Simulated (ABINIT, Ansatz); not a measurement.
# KBr (Fm-3m): third-order response, part 2 of 2

Which lines does KBr (Fm-3m) show in Raman and infrared spectra?

ABINIT 10.8.3; DFT LDA, scalar-relativistic, plane waves, PseudoDojo norm-conserving pseudopotentials.

So far. Step 5 (Linear response at Γ): The acoustic modes at Γ come out as far as 0.4 cm⁻¹ from zero, where they should vanish, a small numerical error; the Born charges miss their sum rule by 3.8e-4 e, which is good. The relaxed cell has a = 6.370 Å (conventional setting).

**6. Modes with the sum rule**

anaddb reads the merged derivatives, imposes the acoustic sum rule and charge neutrality, and adds the LO-TO term along chosen directions.

Contents of anaddb.abi:

```
ddb_filepath "gamma_DDB"
output_file "anaddb.abo"
outdata_prefix "anaddb"
asr 1
chneut 1
enunit 2
eivec 1
nph1l 1
qph1l 0.0 0.0 0.0 1.0
dieflag 1
nph2l 3
qph2l 
    1.0 0.0 0.0 0.0
    0.0 0.0 1.0 0.0
    1.0 1.0 1.0 0.0
nlflag 1
ramansr 1
alphon 1
prtmbm 1
```

Contents of mrgddb.in:

```
gamma_DDB
merged
3
dfpt_gammao_DS2_DDB
dfpt_gammao_DS3_DDB
gso_DDB
```

The run is started by

```
> mrgddb < mrgddb.in > mrgddb.log
> OMP_NUM_THREADS=1 anaddb anaddb.abi > anaddb.log
```

anaddb.abo, the main output file:

```text
[banners, grids, parts of the stress and lines that vanish by symmetry left out]
-outvars_anaddb: echo values of input variables ----------------------

 Flags :
[...]
Dielectric Tensor and Effective Charges
[...]
Effective charge tensors after
[...]
1          1       -0.000000000       -0.000000000       -0.000000000
[...]
1          2       -0.000000000       -0.000000000       -0.000000000
[...]
1          3       -0.000000000       -0.000000000       -0.000000000
[...]
2          1       -0.000000000       -0.000000000       -0.000000000
[...]
2          2       -0.000000000       -0.000000000       -0.000000000
[...]
2          3       -0.000000000       -0.000000000       -0.000000000
[...]
Phonon wavevector (reduced coordinates) :  0.00000  0.00000  0.00000
 Phonon energies in Hartree :
[...]
Phonon energies in meV     :
-  0.000000E+00  0.000000E+00  0.000000E+00  1.612252E+01  1.612252E+01
-  1.612252E+01
 Phonon frequencies in cm-1    :
-  0.000000E+00  0.000000E+00  0.000000E+00  1.300369E+02  1.300369E+02
-  1.300369E+02
 Phonon frequencies in Thz     :
-  0.000000E+00  0.000000E+00  0.000000E+00  3.898409E+00  3.898409E+00
-  3.898409E+00
 Phonon energies in Kelvin  :
-  0.000000E+00  0.000000E+00  0.000000E+00  1.870941E+02  1.870941E+02
-  1.870941E+02
[...]
-  1  0.00000000E+00  0.00000000E+00 -2.14704983E-03
-     0.00000000E+00  0.00000000E+00  0.00000000E+00
-  2  0.00000000E+00  0.00000000E+00 -2.14705091E-03
-     0.00000000E+00  0.00000000E+00  0.00000000E+00
[...]
-  1  0.00000000E+00 -2.14704983E-03  0.00000000E+00
-     0.00000000E+00  0.00000000E+00  0.00000000E+00
-  2  0.00000000E+00 -2.14705091E-03  0.00000000E+00
-     0.00000000E+00  0.00000000E+00  0.00000000E+00
[...]
-  1  2.14704984E-03  0.00000000E+00  0.00000000E+00
-     0.00000000E+00  0.00000000E+00  0.00000000E+00
-  2  2.14705091E-03  0.00000000E+00  0.00000000E+00
-     0.00000000E+00  0.00000000E+00  0.00000000E+00
[...]
-  1  0.00000000E+00  2.05014753E-07  3.06935884E-03
-     0.00000000E+00  0.00000000E+00  0.00000000E+00
-  2  0.00000000E+00 -1.00316934E-07 -1.50188542E-03
-     0.00000000E+00  0.00000000E+00  0.00000000E+00
[...]
-  1  0.00000000E+00  3.06935884E-03 -2.05014772E-07
-     0.00000000E+00  0.00000000E+00  0.00000000E+00
-  2  0.00000000E+00 -1.50188542E-03  1.00316943E-07
-     0.00000000E+00  0.00000000E+00  0.00000000E+00
[...]
-  1  3.06935885E-03  0.00000000E+00  0.00000000E+00
-     0.00000000E+00  0.00000000E+00  0.00000000E+00
-  2 -1.50188542E-03  0.00000000E+00  0.00000000E+00
-     0.00000000E+00  0.00000000E+00  0.00000000E+00
[...]
-     1          0.000000    -0.000000     0.000000     0.000000
-     2          0.000000     0.000000     0.000000     0.000000
-     3         -0.000000    -0.000000    -0.000000     0.000000
-     4          0.000000     0.000000     1.474015     1.474015
-     5          0.000000     1.474015     0.000000     1.474015
-     6          1.474015     0.000000    -0.000000     1.474015
[...]
-   1     Real    0.0000E+00  0.0000E+00  0.0000E+00  0.0000E+00  0.0000E+00  0.0000E+00  0.0000E+00
[...]
-   2     Real    0.0000E+00  0.0000E+00  0.0000E+00  0.0000E+00  0.0000E+00  0.0000E+00  0.0000E+00
[...]
-   3     Real    0.0000E+00  0.0000E+00  0.0000E+00  0.0000E+00  0.0000E+00  0.0000E+00  0.0000E+00
[...]
-   4     Real    0.0000E+00  0.0000E+00  2.5370E-05  0.0000E+00  0.0000E+00  0.0000E+00  2.5370E-05
[...]
-   5     Real    0.0000E+00  2.5370E-05  0.0000E+00  0.0000E+00  0.0000E+00  0.0000E+00  2.5370E-05
[...]
-   6     Real    2.5370E-05  0.0000E+00  0.0000E+00  0.0000E+00  0.0000E+00  0.0000E+00  2.5370E-05
[...]
-         0.000000000       0.000000000       0.000000000
-         0.000000000       0.000000000       0.000000000
[...]
Phonon at Gamma, with non-analyticity in the
[...]
Phonon energies in Hartree :
[...]
Phonon energies in meV     :
-  0.000000E+00  0.000000E+00  0.000000E+00  1.612252E+01  1.612252E+01
-  2.135721E+01
 Phonon frequencies in cm-1    :
-  0.000000E+00  0.000000E+00  0.000000E+00  1.300369E+02  1.300369E+02
-  1.722575E+02
 Phonon frequencies in Thz     :
-  0.000000E+00  0.000000E+00  0.000000E+00  3.898409E+00  3.898409E+00
-  5.164150E+00
 Phonon energies in Kelvin  :
-  0.000000E+00  0.000000E+00  0.000000E+00  1.870941E+02  1.870941E+02
-  2.478401E+02
[...]
-  1  0.00000000E+00  0.00000000E+00 -2.14704983E-03
[...]
-  2  0.00000000E+00  0.00000000E+00 -2.14705091E-03
[...]
Phonon at Gamma, with non-analyticity in the
[...]
Phonon energies in Hartree :
[...]
Phonon energies in meV     :
-  0.000000E+00  0.000000E+00  0.000000E+00  1.612252E+01  1.612252E+01
-  2.135721E+01
 Phonon frequencies in cm-1    :
-  0.000000E+00  0.000000E+00  0.000000E+00  1.300369E+02  1.300369E+02
-  1.722575E+02
 Phonon frequencies in Thz     :
-  0.000000E+00  0.000000E+00  0.000000E+00  3.898409E+00  3.898409E+00
-  5.164150E+00
 Phonon energies in Kelvin  :
-  0.000000E+00  0.000000E+00  0.000000E+00  1.870941E+02  1.870941E+02
-  2.478401E+02
[...]
Phonon at Gamma, with non-analyticity in the
[...]
Phonon energies in Hartree :
[...]
Phonon energies in meV     :
-  0.000000E+00  0.000000E+00  0.000000E+00  1.612252E+01  1.612252E+01
-  2.135721E+01
 Phonon frequencies in cm-1    :
-  0.000000E+00  0.000000E+00  0.000000E+00  1.300369E+02  1.300369E+02
-  1.722575E+02
 Phonon frequencies in Thz     :
-  0.000000E+00  0.000000E+00  0.000000E+00  3.898409E+00  3.898409E+00
-  5.164150E+00
 Phonon energies in Kelvin  :
-  0.000000E+00  0.000000E+00  0.000000E+00  1.870941E+02  1.870941E+02
-  2.478401E+02
[...]
-  1  1.10257097E-06 -2.14704704E-03 -3.35069350E-06
[...]
-  2  1.10272634E-06 -2.14704797E-03 -3.35054037E-06
[...]
-  1  2.14704950E-03  1.10148480E-06  8.30139080E-07
[...]
-  2  2.14705042E-03  1.10133056E-06  8.29984707E-07
[...]
-  1  3.39037241E-04  1.98089348E-03 -2.31993072E-03
[...]
-  2 -1.65896239E-04 -9.69282245E-04  1.13517848E-03
[...]
-  1  2.48308201E-03 -1.53515587E-03 -9.47926139E-04
[...]
-  2 -1.21501097E-03  7.51175841E-04  4.63835127E-04
[...]
-         0.000000000       0.000000000       0.000000000
-         0.000000000       0.000000000       0.000000000
[...]
-         0.000000000       0.000000000       0.000000000
-         0.000000000       0.000000000       0.000000000
-         0.000000000       0.000000000       0.000000000
[...]
-         0.000000000       0.000000000       0.000000000
-         0.000000000       0.000000000       0.000000000
-         0.000000000       0.000000000       0.000000000
[...]
Direction                     Dielectric constant
[...]
0.00000   0.00000   1.00000      4.84161281
   1.00000   1.00000   1.00000      4.84161281
-
```

Elapsed: 1.4 s, on 1 thread of Intel Xeon at 2.70GHz, shared host.

Numbers from this step:

```yaml
mean_static_dielectric_constant: 4.842
highest_mode_moved_by_the_lo_to_term: 172.3 cm⁻¹
```

No LO-TO term; unit eigenvectors of the mass-weighted matrix, from anaddb's displacements. Modes at Γ, with each element's share of the kinetic energy:

| mode | frequency (cm⁻¹) | symmetry | K % | Br % |
| --- | --- | --- | --- | --- |
| 1 | 0.0 | acoustic | 33 | 67 |
| 2 | 0.0 | acoustic | 33 | 67 |
| 3 | 0.0 | acoustic | 33 | 67 |
| 4 | 130.0 | T1u | 67 | 33 |
| 5 | 130.0 | T1u | 67 | 33 |
| 6 | 130.0 | T1u | 67 | 33 |

Displacements in mode 4 (130.0 cm⁻¹), the largest set to 1:
```
K1   0.00  0.00  1.00
Br2  0.00  0.00 -0.49
```

Trace of the oscillator strength, degenerate modes summed. Lines of the infrared spectrum (strongest = 100):

| position (cm⁻¹) | lines merged | IR intensity, relative |
| --- | --- | --- |
| 130 | 3 | 100 |

Static dielectric tensor (ions relaxed, fixed cell):

```
4.84 0.00 0.00
0.00 4.84 0.00
0.00 0.00 4.84
```

The rule moves no optical mode by more than 0.1 cm⁻¹.

**7. The same in Ansatz**

The same cell, potentials and cutoff go through another code, on another k mesh. Its k mesh is centred on Γ.

This step: DFT LDA, scalar-relativistic, plane waves, PseudoDojo norm-conserving pseudopotentials (Ansatz 0.2.0).

Contents of input.yaml:

```yaml
crystal:
  lattice:
    - [0.0, 3.1850567284, 3.1850567284]
    - [3.1850567284, 0.0, 3.1850567284]
    - [3.1850567284, 3.1850567284, 0.0]
  atoms:
    - { symbol: K, position: [0.0, 0.0, 0.0] }
    - { symbol: Br, position: [0.5, 0.5, 0.5] }
kpoints:
  mp_grid: { grid: [6, 6, 6] }
hamiltonian:
  xc: lda
  pseudopotentials: { kind: nc, accuracy: standard }
scf:
  occupations: { method: fixed }
output:
  eigenvalues: true
basis:
  ecutwfc: 870.764
phonons:
  method: dfpt
  dielectric: true
  rigid_motions: translations
  raman: true
```

The run is started by

```
> ansatz run input.yaml --threads 4 --pin off --max-ram 8192MiB --backend cpu --events-out ev --progress --plain --runs-dir out
```

Output:

```text
Warning: basis.ecutwfc = 870.764 eV is below the records' recommended 979.609905 eV, and the density's cutoff is lower with it unless basis.ecutrho_ratio is high enough to keep the records' density cutoff: compare with a run at a higher cutoff
Engine: ansatz 0.2.0, x86_64-unknown-linux-gnu
Pseudopotentials: kind: nc
Pseudopotential: K, nc, valence charge 9, recommended cutoff 979.609905 eV (normal), K.nc.azcp (PseudoDojo's, or run here from an input of PseudoDojo's; its table is named by hamiltonian.pseudopotentials.accuracy)
Pseudopotential: Br, nc, valence charge 7, recommended cutoff 598.650497 eV (normal), Br.nc.azcp (PseudoDojo's, or run here from an input of PseudoDojo's; its table is named by hamiltonian.pseudopotentials.accuracy)
Functional definition: SPW92
  exchange = slater_x
  correlation = pw_c
Crystal: 2 atoms, lattice volume = 64.622 Å³
Basis set: ecut = 870.764 eV, 3719 PW (Γ), exchange–correlation on 90×90×90 points (8 copies of the dense FFT grid, shifted against one another)
Bands: 12, of which v1, the nominal top of the filled ones, is band 8 counted from 1 (7 counted from 0)
Symmetry: 48 space group operations
k-points: 30 of 216 (irreducible under 8 space group operations, time reversal used)
Non-local potential: K, projectors of the file, l = 0: 2, l = 1: 2, l = 2: 2
Non-local potential: Br, projectors of the file, l = 0: 2, l = 1: 2, l = 2: 2
Initial density: superposition of atomic densities (chi_scale 0.1, normalization cell, long waves kept (reshape's long-wave potential 0.00 eV rms))
Initial wavefunctions: pseudopotential atomic-orbital guess
Functional: x = slater, c = lda
SCF iter   1: F=—  HF=-1247.904222 eV  |F-HF|=—  |Δ(HF+E_count)|=         —  Δρ=3.86e-2  dr2=1.57e0  ethr=3.10e-3  ⟨swp⟩=6.5  Hψ=2365  notcnv=0  defer=60
preconditioner: auto → none  [insulator: Δε(μ)=3.460 eV  Ē_g=14.761 eV  n_scr=14 (ndim 8)  ℏωp=17.3 eV  f_vac=0.000  ε∞_Penn≈2.4]
SCF iter   2: F=—  HF=-1247.206417 eV  |F-HF|=—  |Δ(HF+E_count)|=   6.98e-1  Δρ=8.56e-3  dr2=6.86e-2  ethr=3.10e-3  ⟨swp⟩=3.9  Hψ=1110  notcnv=0  defer=56
SCF iter   3: F=—  HF=-1247.187333 eV  |F-HF|=—  |Δ(HF+E_count)|=   1.91e-2  Δρ=3.78e-3  dr2=8.65e-3  ethr=4.29e-4  ⟨swp⟩=3.2  Hψ=591  notcnv=0  defer=60
SCF iter   4: F=—  HF=-1247.186031 eV  |F-HF|=—  |Δ(HF+E_count)|=   1.30e-3  Δρ=9.84e-4  dr2=9.60e-4  ethr=5.41e-5  ⟨swp⟩=3.0  Hψ=459  notcnv=0  defer=58
SCF iter   5: F=—  HF=-1247.185927 eV  |F-HF|=—  |Δ(HF+E_count)|=   1.04e-4  Δρ=1.14e-4  dr2=1.12e-5  ethr=6.00e-6  ⟨swp⟩=3.9  Hψ=664  notcnv=0  defer=58
SCF iter   6: F=—  HF=-1247.185929 eV  |F-HF|=—  |Δ(HF+E_count)|=   2.68e-6  Δρ=1.63e-5  dr2=2.37e-7  ethr=7.01e-8  ⟨swp⟩=2.5  Hψ=565  notcnv=0  defer=58
SCF iter   7: F=—  HF=-1247.185964 eV  |F-HF|=—  |Δ(HF+E_count)|=   3.50e-5  Δρ=1.50e-6  dr2=8.73e-10  ethr=1.48e-9  ⟨swp⟩=2.2  Hψ=598  notcnv=0  defer=52
SCF iter   8: F=-1247.185964 eV  HF=-1247.185964 eV  |F-HF|=2.75e-11  |Δ(HF+E_count)|=   1.17e-9  Δρ=2.61e-7  dr2=3.51e-11  ethr=1.00e-12  ⟨swp⟩=14.7  Hψ=3664  notcnv=0
SCF 1 converged in 8 iterations: F = -1247.185964 eV  dr2 = 3.51e-11
NSCF: frozen V_eff on 2 k-points
DFPT response loops at Γ: preconditioner auto → none (the input reference at scf.mixing.eps_inf says where Resta's filter doesn't serve); β = 0.50; Broyden in place of MSR1
── the response to a field inside a basis, on 8×8×8 k-points: an SCF that follows is theirs, and a resumed run solves both again ──
Bands: 9, of which v1, the nominal top of the filled ones, is band 8 counted from 1 (7 counted from 0)
k-points: 60 of 512 (irreducible under 12 space group operations)
Initial density: handed on by an earlier stage of this run
Initial wavefunctions: pseudopotential atomic-orbital guess (no wavefunctions were taken with the density)
Eigensolver: Dense (60 Hₖ)
SCF iter   1: F=—  HF=-1247.185148 eV  |F-HF|=—  |Δ(HF+E_count)|=         —  Δρ=1.65e-4  dr2=1.46e-6  ethr=1.00e-1
preconditioner: auto → none  [insulator: Δε(μ)=4.467 eV  Ē_g=13.067 eV  n_scr=14 (ndim 8)  ℏωp=17.3 eV  f_vac=0.030  ε∞_Penn≈2.7]
SCF iter   2: F=—  HF=-1247.185149 eV  |F-HF|=—  |Δ(HF+E_count)|=   1.02e-6  Δρ=8.25e-5  dr2=3.56e-7  ethr=9.13e-9
SCF iter   3: F=—  HF=-1247.185149 eV  |F-HF|=—  |Δ(HF+E_count)|=   3.66e-7  Δρ=3.27e-6  dr2=7.15e-9  ethr=2.23e-9
SCF iter   4: F=-1247.185149 eV  HF=-1247.185149 eV  |F-HF|=2.41e-11  |Δ(HF+E_count)|=   2.38e-9  Δρ=2.97e-7  dr2=5.05e-11  ethr=4.47e-11
SCF 1 converged in 4 iterations: F = -1247.185149 eV  dr2 = 5.05e-11
DFPT response loops at Γ: mixed as the last ones told, above
DFPT response loops at Γ: mixed as the last ones told, above
SCF converged after 8 iterations
Free energy (F): -1247.185964 eV
Harris-Foulkes:  -1247.185964 eV  (|F-HF|=2.75e-11)
Internal energy: -1247.185964 eV  (E = F + TS)
E sigma→0 (E₀):  -1247.185964 eV
Fermi energy:    1.613171 eV
--- Per-component energies (eV) ---
  E_band       = -123.145641
  E_kinetic    = 400.239856
  E_local      = -932.270833  (includes V_loc(G=0)·N_el)
  E_nonlocal   = 179.553622
  E_hartree    = 245.376142
  E_xc         = -311.228779
  E_vxc        = -261.420430  (∫ρ·V_xc dr)
  E_ewald      = -828.855972
  E_smearing   = -0.000000  (= −TS)
  E_closure    = -0.000000  (closes the sum)
  Σ components = -1247.185964   (vs F -1247.185964, Δ=0.00e0)
--- Band table (eV; the first three rows and the last of 30) ---
  k-point 0: bands = [... 4 lower, -9.3284, 1.6132, 1.6132, 1.6132, 5.9376, 8.9676, 8.9676, 8.9676]
  k-point 1: bands = [... 4 lower, -9.2508, 1.1401, 1.4905, 1.4905, 6.6876, 8.8351, 9.3304, 9.3304]
  k-point 2: bands = [... 4 lower, -9.1060, 0.4266, 1.2646, 1.2646, 7.7630, 9.3004, 10.3016, 10.3016]
  k-point 29: bands = [... 4 lower, -9.2593, 0.7681, 1.0067, 1.0737, 7.8907, 9.6605, 9.8750, 11.0070]
--- Phonons (Γ-DFPT): 2 representative perturbations + reference, on 30 of 216 k-points (Σ response iterations 7) ---
  k mesh reduced under 8 symmetry operations, with k and −k counted as one. Each operation leaves every solved perturbation unchanged. A smaller set is not considered because the run solves the response to a homogeneous field
  ASR residual: 1.029e-3 → 0.000e0 eV/Å²; symmetrization residual: 3.210e-6 eV/Å²
  ASR residual per site (eV/Å²): 1.03e-3 4.89e-5
  Γ frequencies (cm⁻¹): 0.00 0.00 0.00 130.03 130.03 130.03
  ε∞ (high-frequency dielectric tensor):
        2.760505    -0.000000     0.000000
       -0.000000     2.760505     0.000000
        0.000000     0.000000     2.760505
  ε⁰ (static dielectric tensor: ions relaxed, cell fixed):
        4.844733     0.000000     0.000000
        0.000000     4.844733    -0.000000
        0.000000    -0.000000     4.844733
  ε⁰ − ε∞ (ionic part):
        2.084228     0.000000     0.000000
        0.000000     2.084228    -0.000000
        0.000000    -0.000000     2.084228
  softest optical mode at Γ: 130.03 cm⁻¹; the repairs (sum rule, projections) moved no ω² at Γ by more than (2.70 cm⁻¹)²
  Born effective charges Z* (e; rows j = field, columns β = displacement):
    site 0:
         1.10224    0.00000   -0.00000
         0.00000    1.10224    0.00000
         0.00000    0.00000    1.10224
    site 1:
        -1.10224   -0.00000    0.00000
        -0.00000   -1.10224   -0.00000
        -0.00000   -0.00000   -1.10224
  Z* charge neutrality: 2.969e-4 e pre-enforcement
  solved inside a basis spanned on kpoints, on 8×8×8 k-points: ε∞ is read to err by 5.3e-3, Z* by 9.6e-3 e (field_mesh: kpoints solves on kpoints); Z* is corrected for what the basis lacks
  Raman tensors (in the event stream and the table raman_tensors.tsv): an entry may err by 1.6e-3 Å², one of the second-order susceptibility by 1.6e-20 pm/V (basis, points and sum rule); their sum over the sites missed zero by 1.147e-20 Å² ahead of its enforcement
  optical modes at Γ without the LO–TO term, one row a degenerate level:
      ω (cm⁻¹)  modes    IR ((D/Å)²/amu)  static Raman (Å⁴/amu)  depolarisation
        130.03      3             3.2031                 0.0000               —
  optical modes at Γ + LO–TO along q̂ = [1.0000, 0.0000, 0.0000]:
      ω (cm⁻¹)  modes    IR ((D/Å)²/amu)  static Raman (Å⁴/amu)  depolarisation
        130.03      2             2.1354                 0.0000               —
        172.26      1             1.0677                 0.0000               —
  optical modes at Γ + LO–TO along q̂ = [0.0000, 1.0000, 0.0000]:
      ω (cm⁻¹)  modes    IR ((D/Å)²/amu)  static Raman (Å⁴/amu)  depolarisation
        130.03      2             2.1354                 0.0000               —
        172.26      1             1.0677                 0.0000               —
  optical modes at Γ + LO–TO along q̂ = [0.0000, 0.0000, 1.0000]:
      ω (cm⁻¹)  modes    IR ((D/Å)²/amu)  static Raman (Å⁴/amu)  depolarisation
        130.03      2             2.1354                 0.0000               —
        172.26      1             1.0677                 0.0000               —
```

Elapsed: 82 s, on 4 threads; peak memory 1.1 GiB.

Numbers from this step:

| Property | Result |
| --- | --- |
| sum-rule residual before enforcement | 0.001029 eV/Å² |
| miss of the charge sum rule | 2.97e-4 e |
| estimated error of the dielectric tensor | 0.005305 |
| estimated error of the Born charges | 0.009637 e |
| mean high-frequency dielectric constant | 2.760 |
| mean static dielectric constant | 4.845 |

Transverse modes. Infrared lines, with heights relative to the strongest:

| position (cm⁻¹) | label | IR intensity ((D/Å)²/amu), degenerate modes summed, relative |
| --- | --- | --- |
| 130 | T1u | 100 |

**8. Side by side: ABINIT PseudoDojo and Ansatz, PseudoDojo**

Worked out from the results:

```
root-mean-square difference : 0.01 cm⁻¹
largest difference          : 0.01 cm⁻¹
```

Frequencies side by side, by row:

| q (reciprocal lattice) | mode | ABINIT PseudoDojo (cm⁻¹) | Ansatz, PseudoDojo (cm⁻¹) |
| --- | --- | --- | --- |
| 0 0 0 | 1 | 0 | 0 |
| 0 0 0 | 2 | 0 | 0 |
| 0 0 0 | 3 | 0 | 0 |
| 0 0 0 | 4 | 130 | 130 |
| 0 0 0 | 5 | 130 | 130 |
| 0 0 0 | 6 | 130 | 130 |

The two runs side by side. Further quantities:

| quantity | ABINIT PseudoDojo | Ansatz, PseudoDojo |
| --- | --- | --- |
| mean ε∞ | 2.759 | 2.76 |
| largest Born charge in size (e; the first before, the second after the charge sum rule) | 1.102 | 1.102 |
| summed IR intensity ((D/Å)²/amu) | 3.201 | 3.203 |
| summed Raman activity (Å⁴/amu) | 0 | 0 |

At the zone centre the largest difference (acoustic modes at Γ apart) is 0.008 % of the highest mode.

**9. Summary of results**

```yaml
space_group_after_relaxation: Fm-3m
volume_per_atom: 32.3 Å³
highest_optical_zone_centre_mode_no_lo_to_term: 130.0 cm⁻¹
highest_mode_moved_by_the_lo_to_term: 172.3 cm⁻¹
mean_high_frequency_dielectric_constant: 2.76
largest_born_charge_in_size_third_of_the_trace: 1.10 e
mean_static_dielectric_constant: 4.84
imaginary_optical_modes_at_the_zone_centre_no_q_mesh_in_this_session: none
largest_difference_from_ansatz_pseudodojo: 0.01 cm⁻¹
```

In words: No mode is Raman active in this structure; the strongest infrared line lies at 130 cm⁻¹. At the LDA level the optical modes of KBr (Fm-3m) at the zone centre (no LO-TO term) lie at 130 cm⁻¹. Along the directions run, the highest mode that the macroscopic field moves lies at 172 cm⁻¹. Lattice motion raises the mean dielectric constant from 2.759 to 4.842. The Born charge of K is 1.102 e against a formal charge of +1, somewhat above it. The Lyddane-Sachs-Teller relation holds: (ωLO/ωTO)² is 1.75 and ε₀/ε∞ is 1.75. ABINIT PseudoDojo and Ansatz, PseudoDojo agree to 0.01 cm⁻¹ (0.008 % of the highest mode compared) on all solved modes but the acoustic ones at Γ, without the LO-TO term. These are harmonic frequencies at zero temperature: anharmonic shifts and linewidths and thermal expansion are left out. Ansatz warns that the cutoff lies 11 % under the one recommended for these files; agreement at one cutoff is not convergence.

[Host names and launcher messages were left out of these logs when they were recorded.]

[Logs are printed without paths, hosts, clocks, repeated set-up lines and the standing remarks that a program may print on its own settings, such as how far it seeks lower states.]

[Hosts, paths, dates, database ids (printed as entryN), source tags and the programs' standing remarks are cut or masked in the printed files.]
